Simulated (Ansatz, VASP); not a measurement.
# BN: VASP beside Ansatz

The input INCAR:

```
SYSTEM = BN
ALGO = Normal
EDIFF = 1E-6
ENCUT = 520
GGA = PS
ISIF = 2
ISMEAR = 0
LASPH = .TRUE.
LCHARG = .TRUE.
LELF = .TRUE.
LREAL = .FALSE.
LVHAR = .TRUE.
LWAVE = .FALSE.
NBANDS = 16
NELM = 60
PREC = Accurate
SIGMA = 0.02
```

The input KPOINTS:

```
k-points
0
G
  12 12 4
  0 0 0
```

File POSCAR:

```
BN
1.0
    2.5043313854      0.0000000000      0.0000000000
   -1.2521656927      2.1688145992      0.0000000000
    0.0000000000      0.0000000000      7.0727237489
B N
2 2
Direct
    0.3333333333      0.6666666667      0.2500000000
    0.6666666667      0.3333333333      0.7500000000
    0.3333333333      0.6666666667      0.7500000000
    0.6666666667      0.3333333333      0.2500000000
```

Input for Ansatz:

```yaml
crystal:
  lattice:
    - [2.5043313854, 0.0, 0.0]
    - [-1.2521656927, 2.1688145992, 0.0]
    - [0.0, 0.0, 7.0727237489]
  atoms:
    - { symbol: B, position: [0.3333333333, 0.6666666667, 0.25] }
    - { symbol: B, position: [0.6666666667, 0.3333333333, 0.75] }
    - { symbol: "N", position: [0.3333333333, 0.6666666667, 0.75] }
    - { symbol: "N", position: [0.6666666667, 0.3333333333, 0.25] }
basis:
  ecutwfc: 420
kpoints:
  mp_grid: { grid: [12, 12, 4] }
  band_path: { path: [VBM, CBM], npoints: 2 }
hamiltonian:
  xc: pbesol
scf:
  occupations: { method: gaussian, width: 0.02 }
output:
  forces: true
  stress: true
  eigenvalues: true
checkpoint:
  read: start.run
  write: ck
  compress: false
  write_wavefunctions: false
  write_every: 100000
```

Alike in both runs: task single point; functional PBEsol; k mesh 12 × 12 × 4; occupations gaussian, width 0.02 eV; no spin polarisation.

```csv
,VASP,Ansatz
version,VASP 6.6.1,Ansatz 0.2.0
potentials or method,"VASP PAW PBE potentials, release 64 (B, N)","scalar-relativistic, plane waves, PAW"
plane-wave cutoff (eV),520,420
valence electrons in the cell,16,16
```

|  | VASP | Ansatz | Ansatz less VASP |
| --- | --- | --- | --- |
| gap on the k mesh at the Fermi level (eV) | 4.27 | 4.28 | +0.010 |
| least direct gap on the mesh (eV) | 4.60 | 4.60 | +0.007 |
| pressure (GPa) | 0.3 | 0.0 | -0.28 |
| largest component of the traceless stress (GPa) | 0.44 | 0.01 | -0.421 |

Caveats: the PAW data sets were made with another functional, which shifts forces and pressure a little (VASP); this functional lacks dispersion, which binds the layers, so the pressure and a relaxed spacing across them are unreliable. A k mesh can miss the band edges.
